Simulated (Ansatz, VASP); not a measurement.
KF in VASP and in Ansatz

INCAR

```
ALGO = Normal
EDIFF = 1E-6
ENCUT = 520
GGA = PE
ISIF = 2
ISMEAR = 0
LASPH = True
LCHARG = False
LREAL = False
LWAVE = False
NBANDS = 15
NELM = 100
PREC = Accurate
SIGMA = 0.02
```

Contents of KPOINTS:

```
k-points
0
Gamma
  8 8 8
```

Contents of POSCAR:

```
KF
1.0
    0.0000000000      2.6819972193      2.6819972193
    2.6819972193      0.0000000000      2.6819972193
    2.6819972193      2.6819972193      0.0000000000
K F
1 1
Direct
    0.0000000000      0.0000000000      0.0000000000
    0.5000000000      0.5000000000      0.5000000000
```

Input for Ansatz:

```yaml
crystal:
  lattice:
    - [0.0, 2.6819972193, 2.6819972193]
    - [2.6819972193, 0.0, 2.6819972193]
    - [2.6819972193, 2.6819972193, 0.0]
  atoms:
    - { symbol: K, position: [0.0, 0.0, 0.0] }
    - { symbol: F, position: [0.5, 0.5, 0.5] }
basis:
  ecutwfc: 420
kpoints:
  mp_grid: { grid: [8, 8, 8] }
hamiltonian:
  xc: pbe
scf:
  occupations: { method: gaussian, width: 0.02 }
output:
  forces: true
  stress: true
  eigenvalues: true
  write_density: true
  write_potential: true
  elf: true
  volumetric_format: npy
```

Alike in both runs: task single point; functional PBE; k mesh 8 × 8 × 8; occupations gaussian, width 0.02 eV; no spin polarisation.

```csv
,VASP,Ansatz
version,VASP 6.6.1,Ansatz 0.2.0
potentials or method,"VASP PAW PBE potentials, release 64 (K_sv, F)","scalar-relativistic, plane waves, PAW"
plane-wave cutoff (eV),520,420
valence electrons in the cell,16,16
```

VASP gave:

| Quantity | Value |
| --- | --- |
| gap on the k mesh at the Fermi level (eV) | 6.11 |
| least direct gap on the mesh (eV) | 6.11 |
| pressure (GPa) | 1.0 |

Q: What did Ansatz give for the same quantities?

A: gap on the k mesh at the Fermi level (eV): 6.12; least direct gap on the mesh (eV): 6.12; pressure (GPa): 1.0.

With one functional, cell and mesh, what is left measures potentials, basis and numerics.

A k mesh can miss the band edges. Expect the measured gap to be larger: semilocal functionals such as PBE lack the derivative discontinuity.
